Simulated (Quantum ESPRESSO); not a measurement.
Pt:

```
Pt
1.0
     0.00000    1.96090    1.96090
     1.96090    0.00000    1.96090
     1.96090    1.96090    0.00000
Pt
1
Direct
  0.00000 0.00000 0.00000
```

Base run:

```yaml
Program: Quantum ESPRESSO 7.5
Functional: PBE
Potentials_or_basis: SSSP 1.3 efficiency PBE
Cutoff: 748 eV
Density_cutoff: 5987 eV
k_mesh: 12 × 12 × 12
Occupations: fermi-dirac, width 0.05 eV
Spin: no spin polarisation
```

Its results: band gap on the k mesh none (metal or under the smearing width); pressure 9.4 GPa.

Q: The run is repeated on the same cell with these changes: potentials or basis from SSSP 1.3 efficiency PBE to PseudoDojo 0.4 FR PBE standard; cutoff from 748 eV to 1143 eV; density cutoff from 5987 eV to 4572 eV; spin from no spin polarisation to spin-orbit coupling, no magnetisation; valence electrons from 16 to 18. What comes out?

A: Band gap on the k mesh none (metal or under the smearing width); pressure 10.5 GPa.

Not every run made on this cell is shown here.
